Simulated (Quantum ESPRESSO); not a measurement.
# TiSe (P4/nmm) in Quantum ESPRESSO: a series of runs

One crystal, TiSe, is run at these levels: LDA, r2SCAN; tasks: band structure.

Everything below comes from runs of Quantum ESPRESSO 7.5. Logs are shortened: lines on timing, memory, paths and dates and some standing lists are left out, and cuts for length are marked.

## Step 1: The structure

The structure is tetragonal, space group P4/nmm (No. 129). The conventional cell has a = 4.178 Å, b = 4.178 Å, c = 5.984 Å, α = 90.00°, β = 90.00°, γ = 90.00°. Se (site symmetry 4mm) is surrounded by 4 Ti at 2.53 Å. Around Ti (site symmetry -4m2) lie 4 Se at 2.53 Å.

The cell comes from a database or a generator and needn't be the stable form of this composition.

## Step 2: Band structure, LDA

Contents of pw.in:

```
&CONTROL
  calculation = 'scf'
  prefix = 'pwscf'
  outdir = './tmp'
  pseudo_dir = './pseudo'
  tprnfor = .true.
  tstress = .true.
  disk_io = 'low'
/
&SYSTEM
  ibrav = 0
  celldm(1) = 8
  nat = 4
  ntyp = 2
  ecutwfc = 45
  ecutrho = 360
  nbnd = 26
  occupations = 'smearing'
  smearing = 'fd'
  degauss = 0.00367493
/
&ELECTRONS
  conv_thr = 8d-10
  electron_maxstep = 120
  mixing_beta = 0.5
/
ATOMIC_SPECIES
Se    78.9710 se_lda_v1.uspp.F.UPF
Ti    47.8670 ti_lda_v1.4.uspp.F.UPF
CELL_PARAMETERS alat
  0.9869937976141   0.0000000000000   0.0000000000000
  0.0000000000000   0.9869937976141   0.0000000000000
  0.0000000000000   0.0000000000000   1.4136150604889
ATOMIC_POSITIONS crystal
Se     0.0000000000    0.5000000000    0.7605560000
Se     0.5000000000    0.0000000000    0.2394440000
Ti     0.0000000000    0.0000000000    0.0000000000
Ti     0.5000000000    0.5000000000    0.0000000000
K_POINTS automatic
7 7 5 0 0 0
```

Contents of bands.in:

```
&CONTROL
  calculation = 'bands'
  prefix = 'pwscf'
  outdir = './tmp'
  pseudo_dir = './pseudo'
  disk_io = 'low'
  verbosity = 'high'
/
&SYSTEM
  ibrav = 0
  celldm(1) = 8
  nat = 4
  ntyp = 2
  ecutwfc = 45
  ecutrho = 360
  nbnd = 26
  occupations = 'smearing'
  smearing = 'fd'
  degauss = 0.00367493
/
&ELECTRONS
  conv_thr = 1d-08
  electron_maxstep = 120
  mixing_beta = 0.5
  diago_full_acc = .true.
  startingwfc = 'random'
/
ATOMIC_SPECIES
Se    78.9710 se_lda_v1.uspp.F.UPF
Ti    47.8670 ti_lda_v1.4.uspp.F.UPF
CELL_PARAMETERS alat
  0.9869937976141   0.0000000000000   0.0000000000000
  0.0000000000000   0.9869937976141   0.0000000000000
  0.0000000000000   0.0000000000000   1.4136150604889
ATOMIC_POSITIONS crystal
Se     0.0000000000    0.5000000000    0.7605560000
Se     0.5000000000    0.0000000000    0.2394440000
Ti     0.0000000000    0.0000000000    0.0000000000
Ti     0.5000000000    0.5000000000    0.0000000000
K_POINTS crystal
60
 0.0000000000  0.0000000000  0.0000000000 1
 0.0000000000  0.0833333333  0.0000000000 1
 0.0000000000  0.1666666667  0.0000000000 1
 0.0000000000  0.2500000000  0.0000000000 1
 0.0000000000  0.3333333333  0.0000000000 1
 0.0000000000  0.4166666667  0.0000000000 1
 0.0000000000  0.5000000000  0.0000000000 1
 0.0833333333  0.5000000000  0.0000000000 1
 0.1666666667  0.5000000000  0.0000000000 1
 0.2500000000  0.5000000000  0.0000000000 1
 0.3333333333  0.5000000000  0.0000000000 1
 0.4166666667  0.5000000000  0.0000000000 1
 0.5000000000  0.5000000000  0.0000000000 1
 0.4444444444  0.4444444444  0.0000000000 1
 0.3888888889  0.3888888889  0.0000000000 1
 0.3333333333  0.3333333333  0.0000000000 1
 0.2777777778  0.2777777778  0.0000000000 1
 0.2222222222  0.2222222222  0.0000000000 1
 0.1666666667  0.1666666667  0.0000000000 1
 0.1111111111  0.1111111111  0.0000000000 1
 0.0555555556  0.0555555556  0.0000000000 1
 0.0000000000  0.0000000000  0.0000000000 1
 0.0000000000  0.0000000000  0.1250000000 1
 0.0000000000  0.0000000000  0.2500000000 1
 0.0000000000  0.0000000000  0.3750000000 1
 0.0000000000  0.0000000000  0.5000000000 1
 0.0000000000  0.0833333333  0.5000000000 1
 0.0000000000  0.1666666667  0.5000000000 1
 0.0000000000  0.2500000000  0.5000000000 1
 0.0000000000  0.3333333333  0.5000000000 1
 0.0000000000  0.4166666667  0.5000000000 1
 0.0000000000  0.5000000000  0.5000000000 1
 0.0714285714  0.5000000000  0.5000000000 1
 0.1428571429  0.5000000000  0.5000000000 1
 0.2142857143  0.5000000000  0.5000000000 1
 0.2857142857  0.5000000000  0.5000000000 1
 0.3571428571  0.5000000000  0.5000000000 1
 0.4285714286  0.5000000000  0.5000000000 1
 0.5000000000  0.5000000000  0.5000000000 1
 0.4500000000  0.4500000000  0.5000000000 1
 0.4000000000  0.4000000000  0.5000000000 1
 0.3500000000  0.3500000000  0.5000000000 1
 0.3000000000  0.3000000000  0.5000000000 1
 0.2500000000  0.2500000000  0.5000000000 1
 0.2000000000  0.2000000000  0.5000000000 1
 0.1500000000  0.1500000000  0.5000000000 1
 0.1000000000  0.1000000000  0.5000000000 1
 0.0500000000  0.0500000000  0.5000000000 1
 0.0000000000  0.0000000000  0.5000000000 1
 0.0000000000  0.5000000000  0.0000000000 1
 0.0000000000  0.5000000000  0.1000000000 1
 0.0000000000  0.5000000000  0.2000000000 1
 0.0000000000  0.5000000000  0.3000000000 1
 0.0000000000  0.5000000000  0.4000000000 1
 0.0000000000  0.5000000000  0.5000000000 1
 0.5000000000  0.5000000000  0.0000000000 1
 0.5000000000  0.5000000000  0.1250000000 1
 0.5000000000  0.5000000000  0.2500000000 1
 0.5000000000  0.5000000000  0.3750000000 1
 0.5000000000  0.5000000000  0.5000000000 1
```

Potentials or basis: GBRV 1.5 LDA.

The run is started by

```
$ OMP_NUM_THREADS=1 mpirun -n 2 pw.x -nk 2 -in pw.in > pw.out
$ OMP_NUM_THREADS=1 mpirun -n 2 pw.x -nk 2 -in bands.in > bands.out
```

pw.out:

```text
This program is part of the open-source Quantum ESPRESSO suite
     for quantum simulation of materials; please cite
[... 13 lines left out ...]
     --------------------
     sticks:   dense  smooth     PW     G-vecs:    dense   smooth      PW
     Sum        1781     885    261                81297    28765    4511

     Using Slab Decomposition

     bravais-lattice index     =            0
     lattice parameter (alat)  =       8.0000  a.u.
     unit-cell volume          =     705.0663 (a.u.)^3
     number of atoms/cell      =            4
     number of atomic types    =            2
     number of electrons       =        36.00
     number of Kohn-Sham states=           26
     kinetic-energy cutoff     =      45.0000  Ry
     charge density cutoff     =     360.0000  Ry
     scf convergence threshold =      8.0E-10
     mixing beta               =       0.5000
     number of iterations used =            8  plain     mixing
     Exchange-correlation=  SLA  PZ   NOGX NOGC
                           (   1   1   0   0   0   0   0)

     celldm(1)=   8.000000  celldm(2)=   0.000000  celldm(3)=   0.000000
     celldm(4)=   0.000000  celldm(5)=   0.000000  celldm(6)=   0.000000

     crystal axes: (cart. coord. in units of alat)
               a(1) = (   0.986994   0.000000   0.000000 )
               a(2) = (   0.000000   0.986994   0.000000 )
               a(3) = (   0.000000   0.000000   1.413615 )

     reciprocal axes: (cart. coord. in units 2 pi/alat)
               b(1) = (  1.013178  0.000000  0.000000 )
               b(2) = (  0.000000  1.013178  0.000000 )
               b(3) = (  0.000000  0.000000  0.707406 )

     PseudoPot. # 1 for Se read from file:
     se_lda_v1.uspp.F.UPF
     Pseudo is Ultrasoft + core correction, Zval =  6.0
     Generated by new atomic code, or converted to UPF format
     Using radial grid of  877 points,  6 beta functions with:
                l(1) =   0
                l(2) =   0
                l(3) =   1
                l(4) =   1
                l(5) =   2
                l(6) =   2
     Q(r) pseudized with  8 coefficients,  rinner =    1.300   1.300   1.300
                                                       1.300   1.300

     PseudoPot. # 2 for Ti read from file:
     ti_lda_v1.4.uspp.F.UPF
     Pseudo is Ultrasoft + core correction, Zval = 12.0
     Generated by new atomic code, or converted to UPF format
     Using radial grid of  851 points,  6 beta functions with:
                l(1) =   0
                l(2) =   0
                l(3) =   1
                l(4) =   1
                l(5) =   2
                l(6) =   2
     Q(r) pseudized with  6 coefficients,  rinner =    1.000   1.000   1.000
                                                       1.000   1.000

     atomic species   valence    mass     pseudopotential
     Se                6.00    78.97100     Se( 1.00)
     Ti               12.00    47.86700     Ti( 1.00)

     16 Sym. Ops., with inversion, found ( 8 have fractional translation)

   Cartesian axes

     site n.     atom                  positions (alat units)
         1        Se     tau(   1) = (   0.0000000   0.4934969   1.0751334  )
         2        Se     tau(   2) = (   0.4934969   0.0000000   0.3384816  )
         3        Ti     tau(   3) = (   0.0000000   0.0000000   0.0000000  )
         4        Ti     tau(   4) = (   0.4934969   0.4934969   0.0000000  )

     number of k points=    30  Fermi-Dirac smearing, width (Ry)=  0.0037
                       cart. coord. in units 2pi/alat
        k(    1) = (   0.0000000   0.0000000   0.0000000), wk =   0.0081633
        k(    2) = (   0.0000000   0.0000000   0.1414812), wk =   0.0163265
        k(    3) = (   0.0000000   0.0000000   0.2829625), wk =   0.0163265
        k(    4) = (   0.0000000   0.1447397   0.0000000), wk =   0.0326531
        k(    5) = (   0.0000000   0.1447397   0.1414812), wk =   0.0653061
        k(    6) = (   0.0000000   0.1447397   0.2829625), wk =   0.0653061
[... 22 lines left out ...]
        k(   29) = (   0.4342190   0.4342190   0.1414812), wk =   0.0653061
        k(   30) = (   0.4342190   0.4342190   0.2829625), wk =   0.0653061

     Dense  grid:    81297 G-vectors     FFT dimensions: (  48,  48,  72)

     Smooth grid:    28765 G-vectors     FFT dimensions: (  36,  36,  50)

     Check: negative core charge=   -0.000006

     Initial potential from superposition of free atoms

     starting charge      33.9998, renormalised to      36.0000

     negative rho (up, down):  1.612E-03 0.000E+00
     Starting wfcs are   28 randomized atomic wfcs

     Self-consistent Calculation

     iteration #  1     ecut=    45.00 Ry     beta= 0.50
     Davidson diagonalization with overlap
     ethr =  1.00E-02,  avg # of iterations =  3.0

     negative rho (up, down):  1.412E-03 0.000E+00

     total energy              =    -325.01525343 Ry
     estimated scf accuracy    <       0.36743589 Ry

     iteration #  2     ecut=    45.00 Ry     beta= 0.50
     Davidson diagonalization with overlap
     ethr =  1.02E-03,  avg # of iterations =  2.0

     negative rho (up, down):  1.297E-03 0.000E+00

     total energy              =    -325.07404643 Ry
     estimated scf accuracy    <       0.03945903 Ry

     iteration #  3     ecut=    45.00 Ry     beta= 0.50
     Davidson diagonalization with overlap
     ethr =  1.10E-04,  avg # of iterations =  4.0

     negative rho (up, down):  1.198E-03 0.000E+00

     total energy              =    -325.08130064 Ry
     estimated scf accuracy    <       0.05219626 Ry

     iteration #  4     ecut=    45.00 Ry     beta= 0.50
     Davidson diagonalization with overlap
     ethr =  1.10E-04,  avg # of iterations =  2.3
[... 46 lines left out ...]
     negative rho (up, down):  1.043E-03 0.000E+00

     total energy              =    -325.08974183 Ry
     estimated scf accuracy    <          6.4E-09 Ry

     iteration # 10     ecut=    45.00 Ry     beta= 0.50
     Davidson diagonalization with overlap
     ethr =  1.77E-11,  avg # of iterations =  4.6

     negative rho (up, down):  1.043E-03 0.000E+00

     total energy              =    -325.08974183 Ry
     estimated scf accuracy    <          1.4E-09 Ry

     iteration # 11     ecut=    45.00 Ry     beta= 0.50
     Davidson diagonalization with overlap
     ethr =  3.93E-12,  avg # of iterations =  2.8

     negative rho (up, down):  1.043E-03 0.000E+00

     End of self-consistent calculation

          k = 0.0000 0.0000 0.0000 (  3581 PWs)   bands (ev):

   -50.0558 -49.9818 -26.8308 -26.7424 -26.6880 -26.6880 -26.3957 -26.3957
    -7.5173  -6.8919   1.5420   2.6790   2.7557   2.7557   3.2479   3.2479
     5.2469   7.2117   7.3123   7.6250   7.8262   8.2757   8.2757   8.6606
     9.6163   9.7490

          k = 0.0000 0.0000 0.1415 (  3596 PWs)   bands (ev):

   -50.0558 -49.9818 -26.8309 -26.7424 -26.6880 -26.6880 -26.3957 -26.3957
    -7.4785  -6.9356   1.6133   2.5300   2.6975   2.6975   3.3172   3.3172
     5.2477   7.1396   7.2560   7.6285   8.2979   8.2979   8.4824   8.6589
     9.5350   9.7473

          k = 0.0000 0.0000 0.2830 (  3596 PWs)   bands (ev):

   -50.0558 -49.9818 -26.8309 -26.7424 -26.6880 -26.6880 -26.3957 -26.3957
    -7.3974  -7.0244   1.8184   2.2047   2.6242   2.6242   3.4086   3.4086
     5.2490   7.0172   7.3320   7.8290   8.3414   8.3414   8.6556   9.3996
     9.3996   9.7496

          k = 0.0000 0.1447 0.0000 (  3595 PWs)   bands (ev):

   -50.0521 -49.9854 -26.8263 -26.7464 -26.6764 -26.6737 -26.4133 -26.4104
    -7.4538  -6.8880   1.6771   2.5605   2.7544   2.7832   3.0191   3.2324
     5.3769   7.0164   7.2790   7.3541   8.1482   8.2258   8.3608   8.6730
     9.5379   9.5637

          k = 0.0000 0.1447 0.1415 (  3601 PWs)   bands (ev):
[... 160 lines left out ...]
          k = 0.4342 0.4342 0.0000 (  3562 PWs)   bands (ev):

   -50.0198 -50.0161 -26.7852 -26.7805 -26.7449 -26.7311 -26.3794 -26.3646
    -6.8796  -6.8472   1.4107   1.4577   3.1611   3.1643   3.4272   3.5475
     5.6807   5.7322   6.0477   6.0653   7.6848   7.9036   7.9480   8.1708
     9.2587   9.3273

          k = 0.4342 0.4342 0.1415 (  3581 PWs)   bands (ev):

   -50.0198 -50.0161 -26.7852 -26.7805 -26.7449 -26.7311 -26.3794 -26.3646
    -6.8770  -6.8493   1.4689   1.5294   2.9884   3.0343   3.4585   3.5073
     5.7378   5.7886   6.1146   6.1295   7.6481   7.8251   7.9471   8.1028
     9.3086   9.3771

          k = 0.4342 0.4342 0.2830 (  3582 PWs)   bands (ev):

   -50.0198 -50.0161 -26.7852 -26.7805 -26.7449 -26.7311 -26.3794 -26.3646
    -6.8718  -6.8538   1.5820   1.6734   2.7508   2.8065   3.4455   3.4490
     5.8259   5.8777   6.2240   6.2355   7.5704   7.7017   7.9462   8.0233
     9.3712   9.4389

     the Fermi energy is     6.5221 ev

!    total energy              =    -325.08974183 Ry
     estimated scf accuracy    <          4.1E-11 Ry
     smearing contrib. (-TS)   =      -0.00240487 Ry
     internal energy E=F+TS    =    -325.08733696 Ry

     The total energy is F=E-TS. E is the sum of the following terms:
     one-electron contribution =    -198.79906355 Ry
     hartree contribution      =     107.22969108 Ry
     xc contribution           =     -94.38665080 Ry
     ewald contribution        =    -139.13131369 Ry

     convergence has been achieved in  11 iterations

     negative rho (up, down):  1.043E-03 0.000E+00

     Forces acting on atoms (cartesian axes, Ry/au):

     atom    1 type  1   force =     0.00000000    0.00000000    0.02381790
     atom    2 type  1   force =     0.00000000    0.00000000   -0.02381790
     atom    3 type  2   force =     0.00000000    0.00000000    0.00000000
     atom    4 type  2   force =     0.00000000    0.00000000    0.00000000

     Total force =     0.033684     Total SCF correction =     0.000001

     Computing stress (Cartesian axis) and pressure

     negative rho (up, down):  1.043E-03 0.000E+00
          total   stress  (Ry/bohr**3)                   (kbar)     P=      -48.89
  -0.00035872   0.00000000   0.00000000          -52.77        0.00        0.00
   0.00000000  -0.00035872   0.00000000            0.00      -52.77        0.00
   0.00000000   0.00000000  -0.00027963            0.00        0.00      -41.14

=------------------------------------------------------------------------------=
   JOB DONE.
=------------------------------------------------------------------------------=
```

Wall time 4.7 min (2 MPI ranks of Intel Xeon at 2.50GHz (Skylake/Cascade Lake), shared host); peak memory 0.46 GiB.

What came out:

| Property | Result |
| --- | --- |
| Free energy | -4423.0713 eV |
| Pressure | -4.9 GPa |
| Largest force | 0.612 eV/Å |
| Band gap on the k mesh | none (metal or under the smearing width) |

Forces in eV/Å, atoms in the order of the input:
```
Se   0.000  0.000  0.612
Se   0.000  0.000 -0.612
Ti   0.000  0.000  0.000
Ti   0.000  0.000  0.000
```

Levels at the corners of the path, in eV from the Fermi level:
```
point  band 14  band 15  band 16  band 17  band 18  band 19  band 20  band 21
    Γ    -3.77    -3.27    -3.27    -1.28     0.69     0.79     1.10     1.30
    X    -3.69    -3.49    -3.49     0.16     0.16     0.18     0.18     0.64
    M    -3.35    -2.94    -2.94    -0.85    -0.85    -0.57    -0.57     1.27
    Γ    -3.77    -3.27    -3.27    -1.28     0.69     0.79     1.10     1.30
    Z    -3.91    -3.10    -3.10    -1.27     0.48     0.82     1.35     1.83
    R    -3.50    -3.28    -3.28     0.15     0.15     0.29     0.29     0.56
    A    -3.76    -3.07    -3.07    -0.68    -0.68    -0.36    -0.36     1.01
    Z    -3.91    -3.10    -3.10    -1.27     0.48     0.82     1.35     1.83
    X    -3.69    -3.49    -3.49     0.16     0.16     0.18     0.18     0.64
    R    -3.50    -3.28    -3.28     0.15     0.15     0.29     0.29     0.56
    M    -3.35    -2.94    -2.94    -0.85    -0.85    -0.57    -0.57     1.27
    A    -3.76    -3.07    -3.07    -0.68    -0.68    -0.36    -0.36     1.01
```

Caveat: some levels on the path didn't converge.

## Step 3: Band structure, r2SCAN

pw.in: that of step 2 with these lines changed.

```diff
@@ -14,5 +14,5 @@
   ntyp = 2
-  ecutwfc = 45
-  ecutrho = 360
+  ecutwfc = 70
   nbnd = 26
+  input_dft = 'r2scan'
   occupations = 'smearing'
@@ -20,5 +20,6 @@
   degauss = 0.00367493
+  nosym = .true.
 /
 &ELECTRONS
-  conv_thr = 8d-10
+  conv_thr = 1d-08
   electron_maxstep = 120
@@ -27,4 +28,4 @@
 ATOMIC_SPECIES
-Se    78.9710 se_lda_v1.uspp.F.UPF
-Ti    47.8670 ti_lda_v1.4.uspp.F.UPF
+Se    78.9710 Se_ONCV_PBE-1.2.upf
+Ti    47.8670 Ti_ONCV_PBE-1.2.upf
 CELL_PARAMETERS alat
@@ -39,2 +40,2 @@
 K_POINTS automatic
-7 7 5 0 0 0
+5 5 4 0 0 0
```

bands.in: that of step 2 with these lines changed.

```diff
@@ -13,5 +13,5 @@
   ntyp = 2
-  ecutwfc = 45
-  ecutrho = 360
+  ecutwfc = 70
   nbnd = 26
+  input_dft = 'r2scan'
   occupations = 'smearing'
@@ -19,2 +19,3 @@
   degauss = 0.00367493
+  nosym = .true.
 /
@@ -28,4 +29,4 @@
 ATOMIC_SPECIES
-Se    78.9710 se_lda_v1.uspp.F.UPF
-Ti    47.8670 ti_lda_v1.4.uspp.F.UPF
+Se    78.9710 Se_ONCV_PBE-1.2.upf
+Ti    47.8670 Ti_ONCV_PBE-1.2.upf
 CELL_PARAMETERS alat
```

Potentials or basis: SG15 PBE 1.2.

The run is started by

```
$ OMP_NUM_THREADS=1 mpirun -n 2 pw.x -nk 2 -in pw.in > pw.out
$ OMP_NUM_THREADS=1 mpirun -n 2 pw.x -nk 2 -in bands.in > bands.out
```

Wall time 29 min (2 MPI ranks of Intel Xeon at 2.50GHz (Skylake/Cascade Lake), shared host); peak memory 0.42 GiB.

Results (log left out):

```
Free energy            : -3658.5318 eV
Pressure               : -1.3 GPa
Largest force          : 0.093 eV/Å
Band gap on the k mesh : none (metal or under the smearing width)
```

Forces on the atoms (eV/Å):
```
Se   0.000  0.000  0.093
Se   0.000  0.000 -0.093
Ti   0.000  0.000  0.000
Ti   0.000  0.000  0.000
```

Stress tensor (GPa, compression positive):
```
-1.50  0.00  0.00
 0.00 -1.50  0.00
 0.00  0.00 -1.01
```

Levels at the corners of the path, in eV from the Fermi level:
| point | band 15 | band 16 | band 17 | band 18 | band 19 | band 20 | band 21 | band 22 |
| --- | --- | --- | --- | --- | --- | --- | --- | --- |
| Γ | -3.86 | -3.86 | -1.63 | 0.76 | 0.82 | 0.99 | 1.41 | 1.77 |
| X | -4.05 | -4.05 | -0.05 | -0.05 | 0.15 | 0.15 | 0.67 | 0.67 |
| M | -3.47 | -3.47 | -1.06 | -1.06 | -0.71 | -0.71 | 1.41 | 1.41 |
| Γ | -3.86 | -3.86 | -1.63 | 0.76 | 0.82 | 0.99 | 1.41 | 1.77 |
| Z | -3.69 | -3.69 | -1.63 | 0.53 | 0.89 | 1.30 | 1.84 | 1.84 |
| R | -3.75 | -3.75 | -0.07 | -0.07 | 0.24 | 0.24 | 0.59 | 0.59 |
| A | -3.61 | -3.61 | -0.85 | -0.85 | -0.48 | -0.48 | 1.16 | 1.16 |
| Z | -3.69 | -3.69 | -1.63 | 0.53 | 0.89 | 1.30 | 1.84 | 1.84 |
| X | -4.05 | -4.05 | -0.05 | -0.05 | 0.15 | 0.15 | 0.67 | 0.67 |
| R | -3.75 | -3.75 | -0.07 | -0.07 | 0.24 | 0.24 | 0.59 | 0.59 |
| M | -3.47 | -3.47 | -1.06 | -1.06 | -0.71 | -0.71 | 1.41 | 1.41 |
| A | -3.61 | -3.61 | -0.85 | -0.85 | -0.48 | -0.48 | 1.16 | 1.16 |

Caveat: the k mesh is coarse; the potentials were made for another functional, which shifts forces and pressure; some levels on the path didn't converge.
